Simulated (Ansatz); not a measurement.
Here is an Ansatz 0.2.0 calculation.

The input input.yaml:

```yaml
crystal:
  lattice:
    - [5.83900561, 0.0, 0.0]
    - [0.0, 5.83900561, 0.0]
    - [0.0, 0.0, 5.83900561]
  atoms:
    - { symbol: Cs, position: [0.0, 0.0, 0.0] }
    - { symbol: Sn, position: [0.5, 0.5, 0.5] }
    - { symbol: Br, position: [0.0, 0.5, 0.5] }
    - { symbol: Br, position: [0.5, 0.5, 0.0] }
    - { symbol: Br, position: [0.5, 0.0, 0.5] }
hamiltonian:
  xc: pbesol
  pseudopotentials: { kind: paw_fr }
magnetization:
  noncollinear: true
  spin_orbit: true
kpoints:
  mp_grid: { grid: [4, 4, 4] }
  band_path:
    path:
      - [[0.0, 0.0, 0.0], [0.0, 0.5, 0.0], [0.5, 0.5, 0.0], [0.0, 0.0, 0.0], [0.5, 0.5, 0.5], [0.0, 0.5, 0.0]]
      - [[0.5, 0.5, 0.0], [0.5, 0.5, 0.5]]
    npoints: 14
scf:
  occupations: { method: fermi_dirac, width: 0.05 }
  n_extra_bands: 12
output:
  forces: true
  stress: true
  eigenvalues: true
  fatbands: true
  write_density: true
  write_potential: true
  elf: true
  volumetric_format: npy
```

Potentials or basis: Ansatz PAW.

Command:

```sh
$ ansatz run input.yaml --threads 2 --pin off --max-ram 5632MiB --backend cpu --events-out ev --progress --plain --runs-dir out
```

Task: Predict the pressure.

Result: -0.7 GPa.

Task: Predict the band gap along the path.

Result: 0.06 eV, direct.

Task: Predict the band gap on the k mesh.

Result: 0.06 eV, direct.

Levels at the corners of the path, in eV from the valence-band top:
```tsv
point	band 41	band 42	band 43	band 44	band 45	band 46	band 47	band 48
Γ	-2.70	-2.70	-2.70	-2.70	2.11	2.11	3.21	3.21
X	-2.86	-2.86	-1.98	-1.98	1.39	1.39	3.58	3.58
M	-2.49	-2.49	-0.97	-0.97	0.74	0.74	1.13	1.13
Γ	-2.70	-2.70	-2.70	-2.70	2.11	2.11	3.21	3.21
R	-2.39	-2.39	0.00	0.00	0.06	0.06	0.56	0.56
X	-2.86	-2.86	-1.98	-1.98	1.39	1.39	3.58	3.58
M	-2.49	-2.49	-0.97	-0.97	0.74	0.74	1.13	1.13
R	-2.39	-2.39	0.00	0.00	0.06	0.06	0.56	0.56
```

Caveat: the PAW data sets come from PBE, with cores solved anew for the run's functional, which leaves a small shift of forces and pressure.

**The experiment to reproduce.**

“Influence of hidden halogen mobility on local structure of CsSn(Cl1−xBrx)3 mixed-halide perovskites by solid-state NMR”, 2020, pmc:8179406 reports, for a powder of CsSnBr3 at 300 K: band gap 1.79 eV (optical).

A measured gap of CsSnBr3 is 1.79 eV (optical; 300 K; powder; “Influence of hidden halogen mobility on local structure of CsSn(Cl1−xBrx)3 mixed-halide perovskites by solid-state NMR”, 2020, pmc:8179406); the calculated 0.06 eV misses it by -1.73 eV. So large a miss can be the level of theory's own, or it may mean another phase, state or a wrong row. The value is that of PBEsol, without temperature or zero-point motion. Semilocal functionals fall short of measured gaps as a rule. The cell is a database's relaxed one, not the measured one, which moves gaps too.
